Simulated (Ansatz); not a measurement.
Crystal: HfO2.

```
CELL_PARAMETERS angstrom
0.00000 2.55750 2.55750
2.55750 0.00000 2.55750
2.55750 2.55750 0.00000
ATOMIC_POSITIONS crystal
Hf 0.00000 0.00000 0.00000
O 0.75000 0.75000 0.75000
O 0.25000 0.25000 0.25000
```

Measurements of this composition are mostly on another form, of space group No. 14.

Base run:

* Program: Ansatz 0.2.0
* Functional: PBEsol
* Potentials or basis: all-electron LAPW, scalar-relativistic
* Cutoff: 343 eV (chosen from the basis error)
* Basis error allowed: 0.002 eV/atom
* k mesh: 9 × 9 × 9
* Occupations: fermi-dirac, width 0.05 eV
* Spin: no spin polarisation

Its results: band gap on the k mesh 3.69 eV, indirect (least direct gap 3.81 eV); pressure -10.2 GPa.

Q: After a change of settings the same cell gave: band gap on the k mesh 4.81 eV, indirect (least direct gap 4.92 eV); pressure -1.0 GPa. Which change was it?
A. hubbard terms from none to Hf d U = 2 eV
B. potentials or basis from all-electron LAPW, scalar-relativistic to all-electron PAW datasets made for the crystal
C. potentials or basis from all-electron LAPW, scalar-relativistic to all-electron LAPW, non-relativistic
D. hubbard terms from none to Hf d U = 6 eV

A: D.

The U term pushes filled and empty states of the shell apart.

Caveats: spin-orbit coupling is left out, which moves the levels of the heavy elements; an odd mesh through Γ misses points on the zone boundary, where band edges often lie; U is the effective U less J, on atomic orbitals that reach past the spheres (some runs).

The runs don't all hold the same shells in valence.
